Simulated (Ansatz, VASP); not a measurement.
Two plane-wave programs on Zn

File INCAR:

```
SYSTEM = Zn
PREC = Accurate ; ENCUT = 520
EDIFF = 1E-6 ; ISMEAR = 0
SIGMA = 0.15 ; LREAL = .False.
LASPH = .True. ; NELM = 100
ALGO = Fast ; ISIF = 2
LWAVE = .False. ; LCHARG = .False.
GGA = PE ; NBANDS = 12
```

File KPOINTS:

```
regular mesh
0
Gamma
  20 20 20
  0 0 0
```

Contents of POSCAR:

```
Zn
1.0
    0.0000000000      1.8468894400      1.9647760000
    1.8468894400      0.0000000000      1.9647760000
    1.8468894400      1.8468894400      0.0000000000
Zn
1
Direct
    0.0000000000      0.0000000000      0.0000000000
```

Input for Ansatz:

```yaml
crystal:
  lattice:
    - [0.0, 1.84688944, 1.964776]
    - [1.84688944, 0.0, 1.964776]
    - [1.84688944, 1.84688944, 0.0]
  atoms:
    - { symbol: Zn, position: [0.0, 0.0, 0.0] }
basis:
  ecutwfc: 420
kpoints:
  mp_grid: { grid: [20, 20, 20] }
hamiltonian:
  xc: pbe
scf:
  occupations: { method: gaussian, width: 0.15 }
output:
  forces: true
  stress: true
  eigenvalues: true
```

Change from the starting cell: strain -0.0600 x Voigt [1, 1, 0, 0, 0, 0], atoms carried along.

Alike in both runs: task single point; functional PBE; k mesh 20 × 20 × 20; occupations gaussian, width 0.15 eV; no spin polarisation.

```csv
,VASP,Ansatz
version,VASP 6.6.1,Ansatz 0.2.0
potentials or method,"VASP PAW PBE potentials, release 64 (Zn)","scalar-relativistic, plane waves, PAW"
plane-wave cutoff (eV),520,420
valence electrons in the cell,12,12
```

VASP gave:

- gap on the k mesh at the Fermi level (eV): none
- pressure (GPa): 12.5
- largest component of the traceless stress (GPa): 4.35

What did Ansatz give for the same quantities?

gap on the k mesh at the Fermi level (eV): none; pressure (GPa): 12.0; largest component of the traceless stress (GPa): 4.35.

A gap of «none» marks a metal or a gap that the smearing closes. The functional is the same, so the differences come from potentials, cutoffs and numerics.
